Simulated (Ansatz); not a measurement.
Starting structure of a cell relaxation (symmetry kept):

```xyz
1
Lattice="0.0000 2.0831 2.0831 2.0831 0.0000 2.0831 2.0831 2.0831 0.0000" Properties=species:S:1:pos:R:3 pbc="T T T"
Au    0.0000    0.0000    0.0000
```

Computed with DFT PBE, scalar-relativistic, plane waves, PAW (Ansatz).

Cutoff 420 eV; k points 18×18×18 on the computed 1-atom cell (Γ-centred); Gaussian smearing, width 0.10 eV; no spin polarisation.

Question: What does it relax to?

Answer: The volume decreases by 0.10 Å³/atom to 17.97 Å³/atom, and the energy falls by 0.3 meV/atom. Final structure:
```cif
data_structure
_symmetry_space_group_name_H-M 'Fm-3m'
_symmetry_Int_Tables_number 225
_cell_length_a 4.1581
_cell_length_b 4.1581
_cell_length_c 4.1581
_cell_angle_alpha 90.000
_cell_angle_beta 90.000
_cell_angle_gamma 90.000
_cell_volume 71.89
loop_
_atom_site_label
_atom_site_type_symbol
_atom_site_symmetry_multiplicity
_atom_site_Wyckoff_symbol
_atom_site_fract_x
_atom_site_fract_y
_atom_site_fract_z
_atom_site_occupancy
Au1 Au 4 a 0.00000 0.00000 0.00000 1
```

Spin–orbit coupling is left out, which can shift energies with elements as heavy as these.